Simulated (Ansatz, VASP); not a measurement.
## Cross-check of TaMn between VASP and Ansatz

One calculation is typed for both programs; each brings its own data sets and cutoff. How far apart do they land? The cell is invented: As first built, before any earlier steps moved the atoms (in the runner's words): it takes the VCr structure with all of its atoms replaced by other elements, volume scaled by an estimate. It may not be a known or stable phase. The cell is taken from a series of VASP runs on this material, whose earlier steps may have relaxed, scaled or displaced it; both programs get it as it stands.

Program: Ansatz 0.2.0. Level of theory: plane waves, with VASP 6.6.1 beside it; single point at PBE and single point at PBE, DFT+U. Results are calculated unless marked as measured.

**1. Set-up**

It takes space group Cmmm (No. 65, orthorhombic). The conventional cell has a = 3.161 Å, b = 4.594 Å, c = 4.006 Å, α = 90.00°, β = 90.00°, γ = 90.00°. Ta has 4 Mn at 2.55 Å and 4 Ta at 2.79 Å nearest. Nearest to Mn lie 4 Ta at 2.55 Å and 4 Mn at 2.79 Å. As first built, before any earlier steps moved the atoms (in the runner's words): sites of the VCr structure (space group 65) filled with other elements, volume scaled by an estimate. Farther neighbours are not listed.

**2. Ansatz: single point, PBE**

Ansatz runs on its default PAW (the set named soft_2) files.

With cell and atoms fixed, the geometry can't cause a difference; cores, projectors, grids and the points listed under the comparison can.

Contents of input.yaml:

```yaml
crystal:
  lattice:
    - [1.5803998169, -2.2971203963, 0.0]
    - [1.5803998169, 2.2971203963, 0.0]
    - [0.0, 0.0, 8.0113817428]
  atoms:
    - { symbol: Ta, position: [0.5, 0.5, 0.25] }
    - { symbol: Ta, position: [0.5, 0.5, 0.75] }
    - { symbol: Mn, position: [0.0, 0.0, 0.0], spin: 4.0 }
    - { symbol: Mn, position: [0.0, 0.0, 0.5], spin: -4.0 }
hamiltonian:
  xc: pbe
  pseudopotentials: { kind: paw }
magnetization:
  spin_polarized: true
kpoints:
  mp_grid: { grid: [7, 7, 2] }
scf:
  occupations: { method: methfessel_paxton, width: 0.1 }
  n_extra_bands: 5
output:
  forces: true
  stress: true
  eigenvalues: true
  write_density: true
  write_potential: true
  elf: true
  volumetric_format: npy
```

Launch:

```sh
> ansatz run input.yaml --threads 2 --pin off --max-ram 4608MiB --backend cpu --events-out ev --progress --plain --runs-dir out
```

Numbers of over 12 decimals in the logs are rounded to 6 here.

Output:

```text
scf.n_extra_bands = 5 over 28 filled bands (N_el = 56.0): the run solves 33 bands
Engine: ansatz 0.2.0, aarch64-unknown-linux-gnu
Pseudopotentials: kind: paw
Pseudopotential: Ta, paw, valence charge 13, recommended cutoff 420 eV (normal), Ta.paw.azcp
Pseudopotential: Mn, paw, valence charge 15, recommended cutoff 420 eV (normal), Mn.paw.azcp
Functional definition: PBE
  parameter kappa = 0.804
  parameter beta = 0.066725
  exchange = pbe_x(kappa = kappa, mu = beta*pi^2/3)
  correlation = pbe_c(beta = beta)
Crystal: 4 atoms, lattice volume = 58.169 Å³
Basis set: ecut = 420 eV, 1141 PW (Γ), exchange–correlation on 40×40×108 points (8 copies of the dense FFT grid, shifted against one another)
Bands: 33, of which v1, the nominal top of the filled ones, is band 28 counted from 1 (27 counted from 0)
Symmetry: 8 space group operations
Space group: Cmmm (ITA 65), of the structure as read, at distance tolerance 3.9e-5 Å
Magnetic group: BNS 65.488 (UNI 586), of the structure as read, at distance tolerance 3.9e-5 Å
k-points: 32 of 98
Non-local potential: Ta, projectors of the file, l = 0: 3, l = 1: 2, l = 2: 2, l = 3: 1
Non-local potential: Mn, projectors of the file, l = 0: 3, l = 1: 2, l = 2: 3, l = 3: 1
PAW form: soft (Blöchl's): semilocal exchange-correlation on the pseudo side does not see the compensation charge
PAW one-centre angular grid: Ta, 590 points (default); XC on 64 Gauss nodes
PAW one-centre angular grid: Mn, 590 points (default); XC on 64 Gauss nodes
Initial density: superposition of atomic densities (chi_scale 0.1, normalization cell)
Starting moments: Σ|m| = 8 μB on 2 of 4 sites
Starting magnetic order: antiferromagnet; a translation exchanges its spin sublattices: spin-degenerate at every k-point
Initial wavefunctions: pseudopotential atomic-orbital guess
Functional: x = pbe(κ = 0.804, μ = 0.219515), c = pbe(β = 0.066725)
SCF iter   1: F=—  HF=-27664.568168 eV  |F-HF|=—  |Δ(HF+E_count)|=         —  Δρ=1.75e-1 (↑1.75e-1 ↓1.75e-1)  dr2=4.88e0  dr2_m=1.48e1  M=0.000 μB ∫|m|=2.873 μB  β_m=0.30  ethr=3.10e-3  ⟨swp⟩=4.8  Hψ=3479  notcnv=0
Mixer restart at iter 1: flushing history
preconditioner: auto → Kerker (q_TF=auto, 2.711 Å⁻¹)  [metal: Δε(μ)=0.026 eV  Ē_g=3.987 eV  σ=0.100 eV  W_gap=0.15  n_scr=18 (ndim 8)  ℏωp=23.9 eV  f_vac=0.000  D(μ)=4.36/eV (n_scr^D=50)]
spin=Collinear: Kerker preconditioning applied to the charge; magnetization (m = ρ↑ − ρ↓) channel mixes plain (no charge-response kernel on spin).
SCF iter   2: F=—  HF=-27660.903614 eV  |F-HF|=—  |Δ(HF+E_count)|=    3.66e0  Δρ=1.19e-1 (↑1.19e-1 ↓1.19e-1)  dr2=7.83e-1  dr2_m=7.30e0  M=0.000 μB ∫|m|=2.778 μB  β_m=0.55  ethr=3.10e-3  ⟨swp⟩=2.7  Hψ=1958  notcnv=0  defer=9
SCF iter   3: F=—  HF=-27662.539145 eV  |F-HF|=—  |Δ(HF+E_count)|=    1.64e0  Δρ=5.64e-2 (↑5.64e-2 ↓5.64e-2)  dr2=1.33e0  dr2_m=1.21e0  M=0.000 μB ∫|m|=2.249 μB  β_m=0.56  ethr=1.40e-3  ⟨swp⟩=4.0  Hψ=2425  notcnv=0  defer=9
SCF iter   4: F=—  HF=-27661.922414 eV  |F-HF|=—  |Δ(HF+E_count)|=   6.17e-1  Δρ=1.28e-2 (↑1.28e-2 ↓1.28e-2)  dr2=2.68e-1  dr2_m=5.76e-2  M=0.000 μB ∫|m|=1.821 μB  β_m=0.74  ethr=1.40e-3  ⟨swp⟩=2.9  Hψ=2221  notcnv=0  defer=13
SCF iter   5: F=—  HF=-27661.750651 eV  |F-HF|=—  |Δ(HF+E_count)|=   1.72e-1  Δρ=1.06e-2 (↑1.06e-2 ↓1.06e-2)  dr2=2.17e-1  dr2_m=9.15e-3  M=0.000 μB ∫|m|=1.430 μB  β_m=0.85  ethr=4.79e-4  ⟨swp⟩=2.9  Hψ=1656  notcnv=0  defer=13
SCF iter   6: F=—  HF=-27661.860283 eV  |F-HF|=—  |Δ(HF+E_count)|=   1.10e-1  Δρ=7.37e-3 (↑7.37e-3 ↓7.37e-3)  dr2=1.23e-1  dr2_m=2.03e-3  M=0.000 μB ∫|m|=1.417 μB  β_m=0.93  ethr=3.88e-4  ⟨swp⟩=2.1  Hψ=1450  notcnv=0  defer=13
SCF iter   7: F=-27660.058636 eV  HF=-27661.882666 eV  |F-HF|=1.82e0  |Δ(HF+E_count)|=   2.24e-2  Δρ=3.39e-2 (↑3.39e-2 ↓3.39e-2)  dr2=2.20e0  dr2_m=3.76e-3  M=0.000 μB ∫|m|=0.949 μB  β_m=0.93  ethr=2.20e-4  ⟨swp⟩=4.0  Hψ=2703  notcnv=0  defer=13
SCF iter   8: F=-27661.873506 eV  HF=-27661.889992 eV  |F-HF|=1.65e-2  |Δ(HF+E_count)|=   7.33e-3  Δρ=5.11e-3 (↑5.11e-3 ↓5.11e-3)  dr2=2.52e-2  dr2_m=5.77e-3  M=0.000 μB ∫|m|=1.156 μB  β_m=0.96  ethr=2.20e-4  ⟨swp⟩=3.0  Hψ=2466  notcnv=0  defer=12
SCF iter   9: F=-27661.890995 eV  HF=-27661.894077 eV  |F-HF|=3.08e-3  |Δ(HF+E_count)|=   4.09e-3  Δρ=1.49e-3 (↑1.49e-3 ↓1.49e-3)  dr2=3.43e-3  dr2_m=1.64e-4  M=0.000 μB ∫|m|=0.956 μB  β_m=0.93  ethr=4.50e-5  ⟨swp⟩=2.1  Hψ=1584  notcnv=0  defer=12
[...]
Mixer restart at iter 12: flushing history
iteration 12: the input's own smearing fills from here on; a Gaussian of 0.1 eV has filled iterations ahead of it
SCF iter  13: F=—  HF=-27661.885566 eV  |F-HF|=—  |Δ(HF+E_count)|=   5.66e-4  S|Δr|=    0.00e0  Δρ=1.85e-3 (↑1.85e-3 ↓1.85e-3)  dr2=8.80e-3  dr2_m=4.83e-5  M=0.000 μB ∫|m|=0.866 μB  β_m=0.29  ethr=7.97e-10  ⟨swp⟩=4.2  Hψ=3229  notcnv=0  defer=12  recentre
SCF iter  14: F=—  HF=-27661.885014 eV  |F-HF|=—  |Δ(HF+E_count)|=   5.52e-4  S|Δr|=    0.00e0  Δρ=4.74e-4 (↑4.74e-4 ↓4.74e-4)  dr2=5.08e-4  dr2_m=2.54e-5  M=0.000 μB ∫|m|=0.873 μB  β_m=0.11  ethr=7.97e-10  ⟨swp⟩=4.3  Hψ=3219  notcnv=0  defer=12
SCF iter  15: F=—  HF=-27661.884994 eV  |F-HF|=—  |Δ(HF+E_count)|=   2.02e-5  S|Δr|=    0.00e0  Δρ=2.61e-4 (↑2.61e-4 ↓2.61e-4)  dr2=2.88e-5  dr2_m=2.34e-5  M=0.000 μB ∫|m|=0.872 μB  β_m=0.21  ethr=7.97e-10  ⟨swp⟩=3.0  Hψ=2336  notcnv=0  defer=12
SCF iter  16: F=—  HF=-27661.885007 eV  |F-HF|=—  |Δ(HF+E_count)|=   1.36e-5  S|Δr|=    0.00e0  Δρ=1.21e-4 (↑1.21e-4 ↓1.21e-4)  dr2=4.59e-6  dr2_m=6.23e-6  M=0.000 μB ∫|m|=0.870 μB  β_m=0.56  ethr=7.97e-10  ⟨swp⟩=3.0  Hψ=2259  notcnv=0  defer=12
SCF iter  17: F=—  HF=-27661.885014 eV  |F-HF|=—  |Δ(HF+E_count)|=   6.50e-6  S|Δr|=    0.00e0  Δρ=1.44e-5 (↑1.44e-5 ↓1.44e-5)  dr2=4.57e-8  dr2_m=8.43e-8  M=0.000 μB ∫|m|=0.868 μB  β_m=0.78  ethr=1.79e-10  ⟨swp⟩=8.6  Hψ=8284  notcnv=0
SCF iter  18: F=—  HF=-27661.885014 eV  |F-HF|=—  |Δ(HF+E_count)|=   1.00e-7  S|Δr|=    0.00e0  Δρ=8.74e-6 (↑8.74e-6 ↓8.74e-6)  dr2=5.44e-8  dr2_m=2.41e-8  M=0.000 μB ∫|m|=0.868 μB  β_m=0.89  ethr=8.16e-11  ⟨swp⟩=7.4  Hψ=6523  notcnv=0
SCF iter  19: F=—  HF=-27661.885014 eV  |F-HF|=—  |Δ(HF+E_count)|=   2.91e-8  S|Δr|=    0.00e0  Δρ=3.20e-6 (↑3.20e-6 ↓3.20e-6)  dr2=9.17e-9  dr2_m=3.27e-9  M=0.000 μB ∫|m|=0.867 μB  β_m=0.94  ethr=8.16e-11  ⟨swp⟩=7.3  Hψ=6566  notcnv=0
SCF iter  20: F=—  HF=-27661.885014 eV  |F-HF|=—  |Δ(HF+E_count)|=   6.96e-9  S|Δr|=    0.00e0  Δρ=4.58e-6 (↑4.58e-6 ↓4.58e-6)  dr2=4.21e-8  dr2_m=2.54e-9  M=0.000 μB ∫|m|=0.867 μB  β_m=0.97  ethr=1.64e-11  ⟨swp⟩=7.3  Hψ=6156  notcnv=0  recentre
SCF iter  21: F=-27661.885014 eV  HF=-27661.885014 eV  |F-HF|=1.75e-8  |Δ(HF+E_count)|=  2.18e-10  S|Δr|=    0.00e0  Δρ=2.98e-6 (↑2.98e-6 ↓2.98e-6)  dr2=1.84e-8  dr2_m=7.01e-10  M=0.000 μB ∫|m|=0.867 μB  ethr=1.64e-11  ⟨swp⟩=6.8  Hψ=5844  notcnv=0
SCF 1 converged in 21 iterations: F = -27661.885014 eV  dr2 = 1.84e-8
  greatest PAW one-centre occupation: 1.000 electrons in one spin orbital (limit 2), on the Mn atom at site 3 (counted from 0), in its partial waves of l = 0
this state was not tested for a lower state beside it, because cold or Methfessel-Paxton smearing, or corrected tetrahedra, fill the levels in a way that the test cannot read (fill_not_monotonic; see scf.lower_state_search)
SCF converged after 21 iterations
Magnetization: 0.0000 μB (28.0000 up, 28.0000 down)
Absolute magnetization: 0.8689 μB (∫|ρ↑−ρ↓|, with the PAW one-centre terms)
Spin contamination: 0.1877 ħ² per cell (⟨S²⟩ above its minimum at these occupations)
Per-site moments (μB) at R_I (Å): [(-3.8473629635584466e-16, 1.052405), (3.969991114143055e-16, 1.052405), (0.380953, 1.052405), (-0.380953, 1.052405)]
Free energy (F): -27661.885014 eV
Harris-Foulkes:  -27661.885014 eV  (|F-HF|=1.75e-8)
Internal energy: -27661.886506 eV  (E = F + TS)
E sigma→0 (E₀):  -27661.885387 eV
Entropy (-TS):   0.001492 eV (0.373 meV/atom)
Fermi energy:    19.202151 eV
--- Per-component energies (eV) ---
  E_band       = -546.800803
  E_kinetic    = 1349.878701
  E_local      = -4671.315795  (includes V_loc(G=0)·N_el)
  E_nonlocal   = 506.730419
  E_hartree    = 1894.832085
  E_xc         = -667.889752
  E_vxc        = -703.987108  (∫ρ·V_xc dr)
  E_paw        = -19389.552293  (= ΣΔE_a)
  E_vpaw       = -817.762356  (= ΣTr[D̂ρ^β])
  E_aug_tail   = 0.000301  (compensation charges beyond the density's cutoff)
  E_ewald      = -6684.570173
  E_smearing   = 0.001492  (= −TS)
  E_closure    = 0.000000  (closes the sum)
  Σ components = -27661.885014   (vs F -27661.885014, Δ=0.00e0)
--- Forces (eV/Å), atoms counted from 1 ---
  atom   1  Ta     0.00000000     0.00000000    -0.00000000
  atom   2  Ta     0.00000000     0.00000000     0.00000000
  atom   3  Mn     0.00000000     0.00000000     0.00000000
  atom   4  Mn    -0.00000000     0.00000000     0.00000000
  max |Σ_I F_I| component: 6.21e-30 eV/Å
--- Stress (GPa, compression-positive) ---
        1.441425       0.000000       0.000000
        0.000000       0.748450       0.000000
        0.000000       0.000000       3.126609
  P = ⅓ Tr σ = 1.7722 GPa (17.722 kbar)
--- Band table (eV; the first three rows and the last of 64) ---
  k-point 0 ↑: bands = [... 24 lower, 18.3358, 18.3816, 19.0355, 19.1298, 19.1307, 19.4731, 19.6453, 19.7360, ... 1 higher]
  k-point 1 ↑: bands = [... 24 lower, 18.4381, 18.7455, 18.9828, 19.0347, 19.0930, 19.1363, 19.3702, 19.6382, ... 1 higher]
  k-point 2 ↑: bands = [... 24 lower, 18.0000, 18.2816, 18.3556, 19.0570, 19.0761, 19.5456, 19.7109, 20.4274, ... 1 higher]
  k-point 31 ↓: bands = [... 24 lower, 17.9165, 18.0291, 19.7969, 19.8459, 20.0389, 20.1196, 22.0013, 22.0759, ... 1 higher]
```

It took 9.6 s on 2 threads of Arm Neoverse V2, shared host; peak memory 0.44 GiB.

In the SCF lines HF is the Harris–Foulkes energy and dr2 the Hartree energy of the density residual, in eV; the loop may stop once dr2 is under the threshold and the program's other checks hold. Hψ counts applications of the Hamiltonian.

The run ends at a pressure of 1.77 GPa.

(Part 1 of 2 ends here.)

[Lines on the potential files, build, host, timing and source positions are cut from VASP's logs without a mark.]

[Logs are printed without paths, hosts, clocks, repeated set-up lines and the standing remarks that a program may print on its own settings, such as how far it seeks lower states.]

[Hosts, paths, dates, database ids (printed as entryN), source tags and the programs' standing remarks are cut or masked in the printed files.]
